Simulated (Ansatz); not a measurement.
# Bi under changes of volume

One of the cells (35.070 Å³/atom); the others are scaled copies at fixed shape and fractional positions:

```
Bi
1.0
     2.26750    1.30914    3.93800
    -2.26750    1.30914    3.93800
     0.00000   -2.61828    3.93800
Bi
2
Direct
  0.76600 0.76600 0.76600
  0.23400 0.23400 0.23400
```

* Program: Ansatz 0.2.0
* Functional: PBE
* Potentials or basis: JTH PAW
* Cutoff: 1800 eV (not typed: the program's choice for these potentials)
* k mesh: 7 × 7 × 7
* Occupations: fermi-dirac, width 0.05 eV
* Spin: no spin polarisation

```tsv
volume (Å³/atom)	energy over the lowest point (meV/atom)	pressure (GPa)	gap on the mesh (eV)	largest force (eV/Å)
32.965	?	?	?	?
33.667	38.22	4.5	0.29	0.409
34.368	21.43	3.2	0.28	0.304
35.070	9.81	2.1	0.27	0.207
35.771	2.83	1.1	0.26	0.116
36.472	0.00	0.2	0.25	0.031
37.174	0.90	-0.6	0.24	0.048
```

Problem. What does the run at 32.965 Å³/atom give?

Solution. Energy over the lowest point 60.78 meV/atom; pressure 5.9 GPa; gap on the mesh 0.30 eV; largest force 0.520 eV/Å.

Worked out: A Birch-Murnaghan fit of order 3 (a polynomial in V^(-2/3)) to the other rows has its minimum at 36.64 Å³/atom with B0 = V·E''(V) = 43 GPa and B' = 4.7 at fixed shape and positions, which overstates the stiffness. It gives 60.82 meV/atom at 32.965 Å³/atom, against the run's 60.78, and -dE/dV = 5.9 GPa, against 5.9. A straight line through the other rows of the gap, of slope -0.505 eV per unit of ln V, extrapolates to 0.30 eV, against the run's 0.30.

Energies are extrapolated to zero smearing.

Caveats: odd divisions of the mesh miss points on the zone boundary, where band edges often lie, so the gap on the mesh can be too wide; spin-orbit coupling is left out, which as a rule narrows the gap of such compounds by several tenths of an eV.

A mesh can miss the band edges.
